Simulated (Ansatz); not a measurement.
# Si: one candidate of a structure search, part 3 of 3

Aim: relax a trial structure of Si and see where it ends, then test the end with a random kick.

Ansatz 0.2.0; DFT PBE, scalar-relativistic, plane waves, PAW. Earlier steps stand in the parts before.

### Step 7. The kicked end on a coarse mesh

The end of the kicked run is made exact in the group found at a tolerance of 0.05 Å and reduced to its primitive cell.

File input.yaml:

```yaml
crystal:
  lattice:
    - [5.0082606208, 0.0, 0.0]
    - [0.0, 3.6272295553, 0.0]
    - [-1.5908912179, 0.0, 6.6912812927]
  atoms:
    - { symbol: Si, position: [0.9674557522, 0.5, 0.1651509876] }
    - { symbol: Si, position: [0.5636689988, 0.5, 0.6748556154] }
    - { symbol: Si, position: [0.4363310012, 0.5, 0.3251443846] }
    - { symbol: Si, position: [0.0325442478, 0.5, 0.8348490124] }
    - { symbol: Si, position: [0.6370402224, 0.0, 0.1692479705] }
    - { symbol: Si, position: [0.3629597776, 0.0, 0.8307520295] }
basis:
  ecutwfc: 420
kpoints:
  mp_grid: { grid: [4, 6, 4] }
hamiltonian:
  xc: pbe
scf:
  occupations: { method: gaussian, width: 0.1 }
  lower_state_search: "off"
output:
  forces: true
  stress: true
  eigenvalues: true
```

Started as:

```console
ansatz run input.yaml --threads 1 --pin off --max-ram 2560MiB --backend cpu --events-out ev --progress --plain --runs-dir out
```

The program printed, shortened:

```text
[...]
SCF converged after 6 iterations
Free energy (F): -3813.119552 eV
[...]
E sigma→0 (E₀):  -3813.115836 eV
Entropy (-TS):   -0.007431 eV (-1.238 meV/atom)
Fermi energy:    6.411154 eV
[...]
--- Forces (eV/Å), atoms counted from 1 ---
  atom   1  Si     0.03311419    -0.00000000     0.05260693
  atom   2  Si     0.01368226    -0.00000000     0.04829956
  atom   3  Si    -0.01368226     0.00000000    -0.04829956
[...]
--- Stress (GPa, compression-positive) ---
        0.555160      -0.000000      -0.225063
       -0.000000      -0.501272      -0.000000
       -0.225063      -0.000000       0.281736
  P = ⅓ Tr σ = 0.1119 GPa (1.119 kbar)
--- Band table (eV; the first three rows and the last of 40) ---
  k-point 0: bands = ["-6.0705", "-3.8744", "-1.9742", "-0.5802", "0.0812", "1.2730", "2.2869", "3.9197", "4.6942", "5.4019", "5.4879", "7.2813", "7.4108", "7.9725", "8.0269", "8.7409", "9.4873", "10.0518"]
[...]
```

Wall time 3.9 s (1 thread of Intel Xeon Platinum 8488C (Sapphire Rapids), shared host); peak memory 0.5 GiB.

From the probe: pressure 0.1 GPa, largest force 0.06 eV/Å, gap on this mesh none (metal). The coarse relaxation is skipped.

### Step 8. Full relaxation (after the kick)

input.yaml, as its differences from that of step 7:

```diff
@@ -15,3 +15,3 @@
 kpoints:
-  mp_grid: { grid: [4, 6, 4] }
+  mp_grid: { grid: [8, 10, 6] }
 hamiltonian:
@@ -20,3 +20,2 @@
   occupations: { method: gaussian, width: 0.1 }
-  lower_state_search: "off"
 output:
@@ -25 +24,6 @@
   eigenvalues: true
+relax:
+  adjacent_minimum: "off"
+  f_tol: 0.01
+  max_steps: 80
+  cell: { stress_tol: 0.05 }
```

Started as:

```console
ansatz run input.yaml --threads 1 --pin off --max-ram 2560MiB --backend cpu --events-out ev --progress --plain --runs-dir out
```

The program printed:

```text
Warning: RAYON_NUM_THREADS=1 ignored (pool sized by the plan → 1); use --threads N
Engine: ansatz 0.2.0, x86_64-unknown-linux-gnu
Pseudopotentials: kind: paw
Pseudopotential: Si, paw, valence charge 4, recommended cutoff 420 eV (normal), Si.paw.azcp
Functional definition: PBE
  parameter kappa = 0.804
  parameter beta = 0.06672455060314922
  exchange = pbe_x(kappa = kappa, mu = beta*pi^2/3)
  correlation = pbe_c(beta = beta)
Crystal: 6 atoms, lattice volume = 121.555 Å³
Basis set: ecut = 420 eV, 2363 PW (Γ), exchange–correlation on 72×50×96 points (8 copies of the dense FFT grid, shifted against one another)
Bands: 18, of which v1, the nominal top of the filled ones, is band 12 counted from 1 (11 counted from 0)
Symmetry: 4 space group operations
Space group: P2/m (ITA 10), of the structure as read, at distance tolerance 5.0e-5 Å
k-points: 156 of 480
Non-local potential: Si, projectors of the file, l = 0: 2, l = 1: 2, l = 2: 2
PAW form: soft (Blöchl's): semilocal exchange-correlation on the pseudo side does not see the compensation charge
PAW one-centre angular grid: Si, 110 points (default); XC on 64 Gauss nodes
Initial density: superposition of atomic densities (neutral atoms: chi_scale 0, normalization atom), corrected by the library's trained network
Initial wavefunctions: pseudopotential atomic-orbital guess
Functional: x = pbe(κ = 0.804, μ = 0.2195149727645171), c = pbe(β = 0.06672455060314922)
SCF iter   1: F=—  HF=-3813.127333 eV  |F-HF|=—  |Δ(HF+E_count)|=         —  Δρ=2.08e-3  dr2=1.05e-2  ethr=1.77e-3  ⟨swp⟩=6.8  Hψ=18093  notcnv=0
preconditioner: auto → Kerker (q_TF=auto, 2.082 Å⁻¹)  [metal: Δε(μ)=0.009 eV  Ē_g=7.520 eV  σ=0.100 eV  W_gap=0.05  n_scr=18 (ndim 8)  ℏωp=16.5 eV  f_vac=0.000  D(μ)=1.96/eV (n_scr^D=6)]
SCF iter   2: F=—  HF=-3813.127729 eV  |F-HF|=—  |Δ(HF+E_count)|=   3.96e-4  Δρ=1.19e-3  dr2=3.28e-3  ethr=4.36e-5  ⟨swp⟩=1.7  Hψ=4904  notcnv=0
SCF iter   3: F=—  HF=-3813.128086 eV  |F-HF|=—  |Δ(HF+E_count)|=   3.57e-4  Δρ=1.49e-4  dr2=2.78e-5  ethr=1.37e-5  ⟨swp⟩=2.1  Hψ=3921  notcnv=0
SCF iter   4: F=—  HF=-3813.128142 eV  |F-HF|=—  |Δ(HF+E_count)|=   5.55e-5  Δρ=4.73e-5  dr2=3.45e-6  ethr=1.16e-7  ⟨swp⟩=2.0  Hψ=4437  notcnv=0
SCF iter   5: F=—  HF=-3813.128149 eV  |F-HF|=—  |Δ(HF+E_count)|=   7.41e-6  Δρ=1.11e-5  dr2=4.33e-7  ethr=1.44e-8  ⟨swp⟩=2.0  Hψ=4433  notcnv=0
SCF iter   6: F=-3813.128149 eV  HF=-3813.128149 eV  |F-HF|=4.41e-9  |Δ(HF+E_count)|=   2.68e-7  Δρ=4.27e-6  dr2=9.34e-8  ethr=4.17e-10  ⟨swp⟩=9.5  Hψ=15090  notcnv=0
SCF 1 converged in 6 iterations: F = -3813.128149 eV  dr2 = 9.34e-8
relax step   1: F+E_penalty+E_count = -3813.12814937 eV  Δ(F+E_penalty+E_count) = +0.000e0 eV  max|allowed force component| = 3.512e-2 eV/Å  Δτ_max = 0.0000 Å  P = +0.058 GPa  Ω = 121.555 Å³  (6 SCF iters, dr2 threshold 1.00e-7 eV, accepted)
Crystal: 6 atoms, lattice volume = 121.593 Å³
Basis set: ecut = 420 eV, 2355 PW (Γ), exchange–correlation on 72×50×96 points (8 copies of the dense FFT grid, shifted against one another)
Initial density: handed on by an earlier stage of this run
Initial wavefunctions: those handed on with the density
iter 1 solved again at ethr=1.82e-6 eV; its pass at ethr=3.10e-3 eV (dr2=4.36e-4 eV) is discarded
SCF iter   1: F=—  HF=-3813.129486 eV  |F-HF|=—  |Δ(HF+E_count)|=         —  Δρ=5.63e-4  dr2=5.59e-4  ethr=1.82e-6  ⟨swp⟩=2.6  Hψ=18920  notcnv=0
preconditioner: auto → Kerker (q_TF=auto, 2.082 Å⁻¹)  [metal: Δε(μ)=0.015 eV  Ē_g=7.521 eV  σ=0.100 eV  W_gap=0.09  n_scr=18 (ndim 8)  ℏωp=16.5 eV  f_vac=0.001  D(μ)=1.92/eV (n_scr^D=6)]
SCF iter   2: F=—  HF=-3813.129388 eV  |F-HF|=—  |Δ(HF+E_count)|=   9.80e-5  Δρ=3.31e-4  dr2=1.91e-4  ethr=1.82e-6  ⟨swp⟩=1.0  Hψ=2808  notcnv=0
SCF iter   3: F=—  HF=-3813.129347 eV  |F-HF|=—  |Δ(HF+E_count)|=   4.18e-5  Δρ=3.44e-5  dr2=1.53e-6  ethr=7.97e-7  ⟨swp⟩=2.3  Hψ=4182  notcnv=0
SCF iter   4: F=-3813.129347 eV  HF=-3813.129347 eV  |F-HF|=2.93e-8  |Δ(HF+E_count)|=   4.23e-7  Δρ=6.35e-6  dr2=8.78e-8  ethr=2.20e-9  ⟨swp⟩=6.9  Hψ=14604  notcnv=0
SCF 2 converged in 4 iterations: F = -3813.129347 eV  dr2 = 8.78e-8
relax step   2: F+E_penalty+E_count = -3813.12934696 eV  Δ(F+E_penalty+E_count) = -1.198e-3 eV  max|allowed force component| = 4.752e-2 eV/Å  Δτ_max = 0.0053 Å  P = +0.029 GPa  Ω = 121.593 Å³  energy of the carried Pulay correction = -4.669e-6 eV  (4 SCF iters, dr2 threshold 5.27e-7 eV, accepted)
Crystal: 6 atoms, lattice volume = 121.625 Å³
Basis set: ecut = 420 eV, 2359 PW (Γ), exchange–correlation on 72×50×96 points (8 copies of the dense FFT grid, shifted against one another)
iter 1 solved again at ethr=9.85e-8 eV; its pass at ethr=3.10e-3 eV (dr2=2.36e-5 eV) is discarded
SCF iter   1: F=—  HF=-3813.129690 eV  |F-HF|=—  |Δ(HF+E_count)|=         —  Δρ=1.51e-4  dr2=2.77e-5  ethr=9.85e-8  ⟨swp⟩=2.6  Hψ=18213  notcnv=0
preconditioner: auto → Kerker (q_TF=auto, 2.082 Å⁻¹)  [metal: Δε(μ)=0.002 eV  Ē_g=7.520 eV  σ=0.100 eV  W_gap=0.01  n_scr=18 (ndim 8)  ℏωp=16.5 eV  f_vac=0.001  D(μ)=1.93/eV (n_scr^D=6)]
SCF iter   2: F=—  HF=-3813.129692 eV  |F-HF|=—  |Δ(HF+E_count)|=   2.41e-6  Δρ=9.07e-5  dr2=1.01e-5  ethr=9.85e-8  ⟨swp⟩=1.0  Hψ=2808  notcnv=0
SCF iter   3: F=—  HF=-3813.129691 eV  |F-HF|=—  |Δ(HF+E_count)|=   1.06e-6  Δρ=8.68e-6  dr2=1.51e-7  ethr=4.20e-8  ⟨swp⟩=2.5  Hψ=4601  notcnv=0
SCF iter   4: F=-3813.129691 eV  HF=-3813.129691 eV  |F-HF|=1.50e-10  |Δ(HF+E_count)|=   1.90e-8  Δρ=2.39e-6  dr2=1.94e-8  ethr=5.88e-10  ⟨swp⟩=5.2  Hψ=12523  notcnv=0
SCF 3 converged in 4 iterations: F = -3813.129691 eV  dr2 = 1.94e-8
relax step   3: F+E_penalty+E_count = -3813.12969122 eV  Δ(F+E_penalty+E_count) = -3.443e-4 eV  max|allowed force component| = 1.447e-2 eV/Å  Δτ_max = 0.0025 Å  P = +0.011 GPa  Ω = 121.625 Å³  energy of the carried Pulay correction = -8.482e-6 eV  (4 SCF iters, dr2 threshold 1.41e-7 eV, accepted)
Crystal: 6 atoms, lattice volume = 121.637 Å³
iter 1 solved again at ethr=4.21e-7 eV; its pass at ethr=3.10e-3 eV (dr2=1.01e-4 eV) is discarded
SCF iter   1: F=—  HF=-3813.129753 eV  |F-HF|=—  |Δ(HF+E_count)|=         —  Δρ=2.50e-4  dr2=1.11e-4  ethr=4.21e-7  ⟨swp⟩=3.0  Hψ=18178  notcnv=0
preconditioner: auto → Kerker (q_TF=auto, 2.082 Å⁻¹)  [metal: Δε(μ)=0.012 eV  Ē_g=7.521 eV  σ=0.100 eV  W_gap=0.07  n_scr=18 (ndim 8)  ℏωp=16.5 eV  f_vac=0.001  D(μ)=1.93/eV (n_scr^D=6)]
SCF iter   2: F=—  HF=-3813.129738 eV  |F-HF|=—  |Δ(HF+E_count)|=   1.53e-5  Δρ=1.37e-4  dr2=2.88e-5  ethr=4.21e-7  ⟨swp⟩=1.0  Hψ=2808  notcnv=0
SCF iter   3: F=—  HF=-3813.129738 eV  |F-HF|=—  |Δ(HF+E_count)|=   6.46e-7  Δρ=1.75e-5  dr2=3.56e-7  ethr=1.20e-7  ⟨swp⟩=2.3  Hψ=4251  notcnv=0
SCF iter   4: F=—  HF=-3813.129736 eV  |F-HF|=—  |Δ(HF+E_count)|=   1.43e-6  Δρ=3.71e-6  dr2=2.38e-8  ethr=1.48e-9  ⟨swp⟩=2.5  Hψ=4723  notcnv=0
SCF iter   5: F=-3813.129736 eV  HF=-3813.129736 eV  |F-HF|=1.46e-9  |Δ(HF+E_count)|=   1.79e-8  Δρ=7.48e-7  dr2=1.13e-9  ethr=5.45e-11  ⟨swp⟩=4.6  Hψ=10460  notcnv=0
SCF 4 converged in 5 iterations: F = -3813.129736 eV  dr2 = 1.13e-9
relax step   4: F+E_penalty+E_count = -3813.12973611 eV  Δ(F+E_penalty+E_count) = -4.489e-5 eV  max|allowed force component| = 8.205e-3 eV/Å  Δτ_max = 0.0034 Å  P = +0.019 GPa  Ω = 121.637 Å³  energy of the carried Pulay correction = -9.930e-6 eV  (5 SCF iters, dr2 threshold 1.31e-8 eV, accepted)
Initial wavefunctions: pseudopotential atomic-orbital guess (no wavefunctions were taken with the density)
iter 1 solved again at ethr=1.12e-7 eV; its pass at ethr=3.10e-3 eV (dr2=2.69e-5 eV) is discarded
SCF iter   1: F=—  HF=-3813.129753 eV  |F-HF|=—  |Δ(HF+E_count)|=         —  Δρ=4.72e-6  dr2=4.78e-9  ethr=1.12e-7  ⟨swp⟩=3.4  Hψ=26358  notcnv=0
eigensolver tolerance schedule: the retry pair's looser diagonalisation over-reported the residual by 5628.21 of it (diagonalisation noise at 0.26 of the residual, at the tolerance the schedule requests for it); recorded, not acted on — ethr = c·dr2/N_el stays at c = 1.0e-1
SCF iter   2: F=—  HF=-3813.129758 eV  |F-HF|=—  |Δ(HF+E_count)|=   4.74e-6  Δρ=2.40e-6  dr2=1.37e-9  ethr=1.99e-11  ⟨swp⟩=3.0  Hψ=6564  notcnv=0
SCF iter   3: F=—  HF=-3813.129758 eV  |F-HF|=—  |Δ(HF+E_count)|=   2.30e-8  Δρ=1.22e-6  dr2=5.53e-10  ethr=5.69e-12  ⟨swp⟩=2.5  Hψ=4731  notcnv=0
SCF iter   4: F=-3813.129758 eV  HF=-3813.129758 eV  |F-HF|=1.37e-10  |Δ(HF+E_count)|=   7.04e-9  Δρ=1.73e-7  dr2=4.66e-11  ethr=1.00e-12  ⟨swp⟩=4.1  Hψ=14091  notcnv=0
SCF 5 converged in 4 iterations: F = -3813.129758 eV  dr2 = 4.66e-11
relax step   5: F+E_penalty+E_count = -3813.12975825 eV  Δ(F+E_penalty+E_count) = -2.214e-5 eV  max|allowed force component| = 8.209e-3 eV/Å  Δτ_max = 0.0000 Å  P = +0.019 GPa  Ω = 121.637 Å³  stress off target by 2.70e-2 GPa  SCF on the basis re-selected at this cell (its energy is not comparable with the rows above)  (4 SCF iters)
basis re-selected at this cell: Δ(F+E_penalty+E_count) = -2.214e-5 eV, ΔP = +0.000 GPa vs the last step (what re-selecting the basis moved, of the pressure what is left beyond the Pulay correction that the steps carried, after the strain that the cell walked since its last selection, with what the two solves' SCF thresholds leave and, on support functions, any second-order correction that the steps lacked; it is no measure of the basis error at this ecutwfc). This SCF's stress stands 2.70e-2 GPa from its target on what of the cell is left free (relax.cell.stress_tol is 5.00e-2 GPa) and its largest allowed force component is 8.21e-3 eV/Å (relax.f_tol is 1.00e-2 eV/Å): within both
SCF converged after 4 iterations
Free energy (F): -3813.129758 eV
Harris-Foulkes:  -3813.129758 eV  (|F-HF|=1.37e-10)
Internal energy: -3813.120119 eV  (E = F + TS)
E sigma→0 (E₀):  -3813.124939 eV
Entropy (-TS):   -0.009639 eV (-1.606 meV/atom)
Fermi energy:    6.407659 eV
--- Per-component energies (eV) ---
  E_band       = 26.452366
  E_kinetic    = 239.435760
  E_local      = -199.219254  (includes V_loc(G=0)·N_el)
  E_nonlocal   = 155.035531
  E_hartree    = 62.162460
  E_xc         = -330.415945
  E_vxc        = -279.430051  (∫ρ·V_xc dr)
  E_paw        = -3075.439388  (= ΣΔE_a)
  E_vpaw       = -13.694543  (= ΣTr[D̂ρ^β])
  E_aug_tail   = 0.000040  (compensation charges beyond the density's cutoff)
  E_ewald      = -664.679321
  E_smearing   = -0.009639  (= −TS)
  E_closure    = 0.000000  (closes the sum)
  Σ components = -3813.129758   (vs F -3813.129758, Δ=0.00e0)
--- Forces (eV/Å), atoms counted from 1 ---
  atom   1  Si     0.00276318    -0.00000000     0.00629517
  atom   2  Si    -0.00278115    -0.00000000    -0.00176330
  atom   3  Si     0.00278115     0.00000000     0.00176330
  atom   4  Si    -0.00276318     0.00000000    -0.00629517
  atom   5  Si    -0.00820857     0.00000000    -0.00248125
  atom   6  Si     0.00820857    -0.00000000     0.00248125
  max |Σ_I F_I| component: 1.73e-18 eV/Å
--- Stress (GPa, compression-positive) ---
        0.020810      -0.000000      -0.004928
       -0.000000       0.013602       0.000000
       -0.004928       0.000000       0.023086
  P = ⅓ Tr σ = 0.0192 GPa (0.192 kbar)
--- Band table (eV; the first three rows and the last of 156) ---
  k-point 0: bands = ["-6.0739", "-3.9064", "-1.9939", "-0.5814", "0.0633", "1.2392", "2.2655", "3.9860", "4.6553", "5.3818", "5.5317", "7.2636", "7.4707", "7.9016", "8.0696", "8.7826", "9.5188", "10.0936"]
  k-point 1: bands = ["-6.0136", "-4.1619", "-1.6913", "-0.6105", "0.1344", "1.3118", "2.3184", "4.0323", "4.1049", "5.0441", "5.4074", "7.3917", "7.5055", "8.1959", "8.4579", "8.7574", "9.3782", "9.8131"]
  k-point 2: bands = ["-5.8586", "-4.5991", "-1.1912", "-0.6999", "0.4338", "1.4999", "2.3489", "3.0763", "4.1478", "4.6697", "5.1553", "7.0845", "7.6388", "8.4624", "8.6550", "9.1373", "9.5159", "10.5685"]
  k-point 155: bands = ["-3.0100", "-2.4998", "-2.0366", "-1.6882", "-0.7722", "-0.6597", "0.8979", "2.5894", "2.8321", "4.1845", "5.0610", "5.1676", "7.1156", "8.0936", "8.3055", "9.1786", "9.6228", "9.6314"]
--- Relaxed structure (4 steps of the walk, 4 accepted, 1 SCFs on fresh bases) ---
  F+E_penalty+E_count = -3813.12975825 eV   max|allowed force component| = 8.209e-3 eV/Å   (the final SCF, on the basis selected at the relaxed cell)
  cell:  # Å, volume = 121.6369 Å³
    - [5.011963809431009, 2.4312162867284173e-18, -0.010949224762967042]
    - [1.760806842583881e-18, 3.611968535360052, -3.356407548282853e-18]
    - [-1.606696248646316, -6.963970378957134e-18, 6.722644227103691]
  atoms:
    - { symbol: Si, position: [0.9679559411021348, 0.5, 0.1648171267469232] }
    - { symbol: Si, position: [0.56242427137757, 0.5, 0.6743457785961751] }
    - { symbol: Si, position: [0.4375757286224298, 0.5, 0.32565422140382494] }
    - { symbol: Si, position: [0.03204405889786496, 0.5, 0.8351828732530766] }
    - { symbol: Si, position: [0.6378320771868624, 1.2231952032519885e-19, 0.16894934884508786] }
    - { symbol: Si, position: [0.36216792281313737, -1.2231952032519905e-19, 0.8310506511549121] }
```

It took 72 s on 1 thread of Intel Xeon Platinum 8488C (Sapphire Rapids), shared host; peak memory 0.71 GiB.

Relaxation path:

| step | energy from step 1 (eV/cell) | largest force component (eV/Å) | pressure (GPa) | volume (Å³) |
| --- | --- | --- | --- | --- |
| 1 | 0.0000 | 0.0351 | 0.06 | 121.55 |
| 2 | -0.0012 | 0.0475 | 0.03 | 121.59 |
| 3 | -0.0015 | 0.0145 | 0.01 | 121.62 |
| 4 | -0.0016 | 0.0082 | 0.02 | 121.64 |
| 5 | -0.0016 | 0.0082 | 0.02 | 121.64 |

Step 1 is the start. Step 5 repeats the geometry before it on a plane-wave basis chosen anew for that cell, so its energy need not be comparable with the rows above.

|  | before | after | change |
| --- | --- | --- | --- |
| a (Å) | 5.008 | 5.012 | +0.1 % |
| b (Å) | 3.627 | 3.612 | -0.4 % |
| c (Å) | 6.878 | 6.912 | +0.5 % |
| β (°) | 103.37 | 103.57 | +0.2 % |
| volume (Å³/atom) | 20.26 | 20.27 | +0.1 % |
| shortest distance (Å) | 2.341 | 2.344 | +0.1 % |
| space group (0.01 Å) | P2/m | P2/m | same |

The run keeps the 4 symmetry operations of the start, so it could not have lowered the symmetry.

### Step 9. Variant: f_tol 0.1, max_displacement 0.3

input.yaml, as its differences from that of step 8:

```diff
@@ -22,8 +22,9 @@
   forces: true
+  eigenvalues: true
   stress: true
-  eigenvalues: true
 relax:
   adjacent_minimum: "off"
-  f_tol: 0.01
+  f_tol: 0.1
   max_steps: 80
   cell: { stress_tol: 0.05 }
+  max_displacement: 0.3
```

Started as:

```console
ansatz run input.yaml --threads 1 --pin off --max-ram 2560MiB --backend cpu --events-out ev --progress --plain --runs-dir out
```

The program printed, shortened:

```text
Warning: RAYON_NUM_THREADS=1 ignored (pool sized by the plan → 1); use --threads N
[...]
Pseudopotentials: kind: paw
Pseudopotential: Si, paw, valence charge 4, recommended cutoff 420 eV (normal), Si.paw.azcp
Functional definition: PBE
[...]
Crystal: 6 atoms, lattice volume = 121.555 Å³
Basis set: ecut = 420 eV, 2363 PW (Γ), exchange–correlation on 72×50×96 points (8 copies of the dense FFT grid, shifted against one another)
[...]
  atoms:
    - { symbol: Si, position: [0.9679712372463533, 0.4999999999999999, 0.16504945863229198] }
    - { symbol: Si, position: [0.5629295399053542, 0.4999999999999999, 0.6743750641781965] }
    - { symbol: Si, position: [0.4370704600946458, 0.4999999999999999, 0.32562493582180374] }
    - { symbol: Si, position: [0.03202876275364666, 0.4999999999999999, 0.8349505413677082] }
    - { symbol: Si, position: [0.6371561170140011, 1.141465288725807e-19, 0.16896930177023575] }
    - { symbol: Si, position: [0.36284388298599896, -1.1414652887258055e-19, 0.8310306982297643] }
```

Wall time 57 s (1 thread of Intel Xeon Platinum 8488C (Sapphire Rapids), shared host); peak memory 0.7 GiB.

```
    run     ending  energy change  pressure (GPa)  gap (eV)  force (eV/Å)  cycles  time
 step 8  converged              0             0.0      0.00          0.01       -  72 s
variant  converged   0.0 meV/atom             0.0      0.00          0.01       -  57 s
```

The changed convergence setting and walk settings doesn't alter the result here (within 0.5 meV/atom).

### Step 10. What came out

The summary covers parts 1 to 3. Changes of volume or cell count from the first structure of part 1.

| quantity | value |
| --- | --- |
| symmetry at the first end (tolerance 0.05 Å) | space group Cmmm (No. 65) |
| conventional cell | a = 3.675 Å, b = 9.269 Å, c = 3.615 Å, α = 90.00°, β = 90.00°, γ = 90.00° |
| volume | 20.53 Å³/atom |
| energy over the standard state | +0.47 eV/atom |
| gap on the mesh | none (metal) |
| after the kick | space group P2/m (No. 10), 20.27 Å³/atom, gap on the mesh none (metal) |
| energy gained by the kick | 183 meV/atom |

**Reading.** The space group Cmmm (No. 65) is kept, and the volume per atom grows by 20.7 % from the first guess. It lies above the element's standard state, so it is metastable at best. The first end is not the local ground state: the kicked cell settles 183 meV/atom lower.
